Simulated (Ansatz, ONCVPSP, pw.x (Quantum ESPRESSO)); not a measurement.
**pw.x on fcc Ru: one setting changed**

Potential: optimised norm-conserving Vanderbilt (ONCV), ONCVPSP 4.0.1.1 (patched build), PBE; core [Ar] 3d10, reference 4s2 4p6 4d7 5s1; waves: 4s+5s: rc 1.85 bohr, ncon 3, nbas 7, qcut 6.9 1/bohr, 2 projectors; 4p: rc 1.55 bohr, ncon 4, nbas 8, qcut 9.1 1/bohr, 2 projectors, debl 0.5 Ha; 4d: rc 2.20 bohr, ncon 3, nbas 8, qcut 6.4 1/bohr, 2 projectors, debl 1 Ha; local part: polynomial inside 1.45 bohr (lpopt 5, dvloc0 -1 Ha); core correction: Teter function fitted to the true core (icmod 2), fcfact 0.75. In the p channel the program set the typed energies aside and used -1.706, 0.250 Ha.

The reference run (k-mesh 15³, cutoffs 75/300 Ry, Fermi–Dirac 0.01 Ry, mixing_beta 0.4, conv_thr 1e-9, no spin) gives 1.62 GPa at 13.814 Å³/atom, where all-electron LAPW gives 0.83 GPa. This run, with its own iteration cap, changes k-mesh shift to 1.

```
&control
  calculation='scf', prefix='x', pseudo_dir='./', outdir='./tmp', tstress=.true., disk_io='none'
/
&system
  ibrav=0, nat=1, ntyp=1, ecutwfc=75, ecutrho=300, nbnd=16,
  occupations='smearing', smearing='fd', degauss=0.01
/
&electrons
  conv_thr=1e-09, mixing_beta=0.4, electron_maxstep=70
/
ATOMIC_SPECIES
Ru 1.0 Ru.UPF
CELL_PARAMETERS angstrom
  0.00000000 1.90442183 1.90442183
  1.90442183 0.00000000 1.90442183
  1.90442183 1.90442183 0.00000000
ATOMIC_POSITIONS crystal
Ru 0.0000 0.0000 0.0000
K_POINTS automatic
15 15 15 1 1 1
```

```bash
pw.x < Ru.scf.in > Ru.scf.out
```

**Question.** How does the run end?

**Answer.** It converges in 7 iterations; the free energy moves by +1.7 meV/atom and the pressure by +0.08 GPa.

```
Message from routine setup:
     using ibrav=0 with symmetry is DISCOURAGED, use correct ibrav instead
     lattice parameter (alat)  =       5.0895  a.u.
     unit-cell volume          =      93.2215 (a.u.)^3
     number of electrons       =        16.00
     number of Kohn-Sham states=           16
     kinetic-energy cutoff     =      75.0000  Ry
     charge density cutoff     =     300.0000  Ry
     scf convergence threshold =      1.0E-09
     Exchange-correlation= PBE
     number of k points=   344  Fermi-Dirac smearing, width (Ry)=  0.0100
     iteration #  1     ecut=    75.00 Ry     beta= 0.40
     total energy              =    -220.53761982 Ry
     estimated scf accuracy    <       0.12393738 Ry
     iteration #  2     ecut=    75.00 Ry     beta= 0.40
     total energy              =    -220.55131905 Ry
     estimated scf accuracy    <       0.00566254 Ry
     iteration #  3     ecut=    75.00 Ry     beta= 0.40
     total energy              =    -220.55180266 Ry
     estimated scf accuracy    <       0.00066361 Ry
     iteration #  4     ecut=    75.00 Ry     beta= 0.40
     total energy              =    -220.55184584 Ry
     estimated scf accuracy    <       0.00001189 Ry
     iteration #  5     ecut=    75.00 Ry     beta= 0.40
     total energy              =    -220.55184984 Ry
     estimated scf accuracy    <       0.00000362 Ry
     iteration #  6     ecut=    75.00 Ry     beta= 0.40
     total energy              =    -220.55185022 Ry
     estimated scf accuracy    <          9.6E-09 Ry
     iteration #  7     ecut=    75.00 Ry     beta= 0.40
     the Fermi energy is    23.2965 ev
!    total energy              =    -220.55185023 Ry
     estimated scf accuracy    <          8.5E-10 Ry
     smearing contrib. (-TS)   =      -0.00497902 Ry
     The total energy is F=E-TS. E is the sum of the following terms:
     one-electron contribution =     -31.84761251 Ry
     hartree contribution      =      28.12266116 Ry
     xc contribution           =     -53.75186139 Ry
     ewald contribution        =    -163.07005847 Ry
     convergence has been achieved in   7 iterations
          total   stress  (Ry/bohr**3)                   (kbar)     P=       16.98
     Message from routine punch:
     Nothing written, as per user request (disk_io='none')
```

The run took about 28 s on one core of a shared host (AMD EPYC 9R45 96-Core Processor, 96 threads, 376 GiB, load 50).
